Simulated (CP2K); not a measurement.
**O in CP2K: convergence with k mesh**

Input of the first run (k mesh 3 × 3 × 3); the others differ in this setting and in those tied to it:

o_converge.inp

```
&GLOBAL
  PROJECT o_converge
  RUN_TYPE ENERGY_FORCE
  PRINT_LEVEL LOW
&END GLOBAL
&FORCE_EVAL
  METHOD QS
  STRESS_TENSOR ANALYTICAL
  &DFT
    BASIS_SET_FILE_NAME BASIS_MOLOPT_UZH
    POTENTIAL_FILE_NAME POTENTIAL_UZH
    &MGRID
      CUTOFF 600
      REL_CUTOFF 60
      NGRIDS 5
    &END MGRID
    &QS
      METHOD GPW
      EPS_DEFAULT 1.0E-9
    &END QS
    &KPOINTS
      SCHEME MONKHORST-PACK 3 3 3
      GAMMA_CENTERED T
      SYMMETRY T
      SYMMETRY_BACKEND SPGLIB
    &END KPOINTS
    &SCF
      SCF_GUESS ATOMIC
      EPS_SCF 1.0E-6
      MAX_SCF 100
      ADDED_MOS 10
      CHOLESKY OFF
      EPS_EIGVAL 1.0E-7
      &DIAGONALIZATION ON
        ALGORITHM STANDARD
      &END DIAGONALIZATION
      &MIXING ON
        METHOD BROYDEN_MIXING
        ALPHA 0.4
        BETA 1.5
        NBUFFER 8
      &END MIXING
      &SMEAR ON
        METHOD FERMI_DIRAC
        ELECTRONIC_TEMPERATURE 1160.45
      &END SMEAR
    &END SCF
    &XC
      &XC_FUNCTIONAL
        &GGA_X_RPBE
        &END GGA_X_RPBE
        &GGA_C_PBE
        &END GGA_C_PBE
      &END XC_FUNCTIONAL
    &END XC
    &PRINT
      &KPOINTS ON
      &END KPOINTS
      &MULLIKEN ON
      &END MULLIKEN
      &MO ON
        ENERGIES T
        OCCUPATION_NUMBERS T
        &EACH
          QS_SCF 0
        &END EACH
        ADD_LAST NUMERIC
      &END MO
    &END PRINT
  &END DFT
  &SUBSYS
    &CELL
      A 4.2033820995 0.0000000000 0.0000000000
      B 2.8685282043 3.0724529313 0.0000000000
      C 2.8685282043 1.2462570241 2.8083465678
      PERIODIC XYZ
    &END CELL
    &COORD
      O   0.5700230337 0.2384383058 0.0786112371
      O   9.2541460858 4.0328637619 2.6936845858
    &END COORD
    &KIND O
      BASIS_SET TZVP-MOLOPT-PBE-GTH-q6
      POTENTIAL GTH-PBE-q6
    &END KIND
    &PRINT
      &ATOMIC_COORDINATES ON
      &END ATOMIC_COORDINATES
      &CELL ON
      &END CELL
    &END PRINT
  &END SUBSYS
  &PRINT
    &FORCES ON
    &END FORCES
    &STRESS_TENSOR ON
    &END STRESS_TENSOR
  &END PRINT
&END FORCE_EVAL
```

Potentials or basis: POTENTIAL_UZH O GTH-PBE-q6; TZVP-MOLOPT-PBE-GTH basis.

Command:

```sh
$ OMP_NUM_THREADS=1 cp2k.psmp -i o_converge.inp -o o_converge.out
```

The cell isn't the ideal one: atoms moved at random, drawn with an rms of 0.15 Å.

The real solid is made of molecules; this cell is a model form.

Hardware: 1 thread of Arm Neoverse V1, on a shared host.

Task: The values tried are 3 × 3 × 3, 4 × 4 × 4, 5 × 5 × 5, 7 × 7 × 7, 8 × 8 × 8, 9 × 9 × 9, 12 × 12 × 12, loosest first. From which on does the largest force stay within 0.005 eV/Å of the tightest run that finished?

Result: From 4 × 4 × 4 on.

```
      k mesh  energy less the tightest run, at zero smearing (meV/atom)  pressure (GPa)  largest force (eV/Å)  SCF cycles  CPU time (s)  peak memory (GiB)
   3 × 3 × 3                                                      -3.43          -12.22                 5.808          15           7.7               0.31
   4 × 4 × 4                                                       2.05          -12.09                 5.785          15           8.4               0.31
   5 × 5 × 5                                                       0.15          -12.13                 5.788          15           9.3               0.32
   7 × 7 × 7                                                       0.02          -12.13                 5.790          15            13               0.32
   8 × 8 × 8                                                       0.02          -12.13                 5.789          15            16               0.33
   9 × 9 × 9                                                       0.00          -12.13                 5.789          15            19               0.34
12 × 12 × 12                                                       0.00          -12.13                 5.789          15            37               0.38
```

Against the tightest run, the energy stays within 1 meV/atom from 5 × 5 × 5 on; the pressure stays within 0.1 GPa from 3 × 3 × 3 on. Meshes of other sizes hit other points, so gaps and Fermi surfaces needn't settle smoothly. The tightest run that finished is the yardstick and may itself not be fully converged.

Caveat, for the tightest run too: spin is off for a triplet molecule; the potentials were made for another functional, which shifts forces and pressure; the basis of atomic orbitals isn't converged, which shifts pressures, moduli and gaps.
